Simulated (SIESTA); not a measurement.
The system is SnSe.

```
Sn Se
1.0
    11.42000    0.00000    0.00000
     0.00000    4.19000    0.00000
     0.00000    0.00000    4.46000
Sn Se
4 4
Cartesian
  10.0153 3.1425 4.0541
  7.1147 1.0475 1.8241
  4.3053 3.1425 2.6359
  1.4047 1.0475 0.4059
  7.3431 3.1425 4.3886
  9.7869 1.0475 2.1586
  1.6331 3.1425 2.3014
  4.0769 1.0475 0.0714
```

Base run:

| Item | Value |
| --- | --- |
| Program | SIESTA 5.4.2 |
| Functional | BP86 |
| Potentials or basis | PseudoDojo 0.4 standard (PBE files) |
| Basis | DZP (energy shift 0.002 Ry) |
| Grid cutoff | 500 Ry |
| Energy shift | 0.002 Ry |
| k mesh | 3 × 6 × 6 |
| Occupations | fermi-dirac, width 0.05 eV |
| Spin | no spin polarisation |

Its results: band gap on the k mesh 0.59 eV, indirect (least direct gap 0.76 eV); pressure 5.4 GPa; largest force 0.790 eV/Å.

After a change of settings the same cell gave: band gap on the k mesh 0.55 eV, indirect (least direct gap 0.73 eV); pressure 2.6 GPa; largest force 0.757 eV/Å. Which change was it?
A. functional from BP86 to PBE
B. functional from BP86 to vdW-DF-C09
C. functional from BP86 to PBE; potentials or basis from PseudoDojo 0.4 standard (PBE files) to SG15 1.2 NC or PseudoDojo by element (PBE files); valence electrons from 120 to 80
D. functional from BP86 to PBE; basis from DZP (energy shift 0.002 Ry) to SZ (energy shift 0.002 Ry)

B.

Caveats: semicore shells carry a single zeta, which can move pressures by several GPa and volumes by a few percent; the potentials were made for another functional, which shifts forces and pressure; spin-orbit coupling is left out, which moves the levels of the heavy elements; the basis of atomic orbitals isn't converged, which shifts pressures, moduli and gaps.

Not every run made on this cell is shown here.
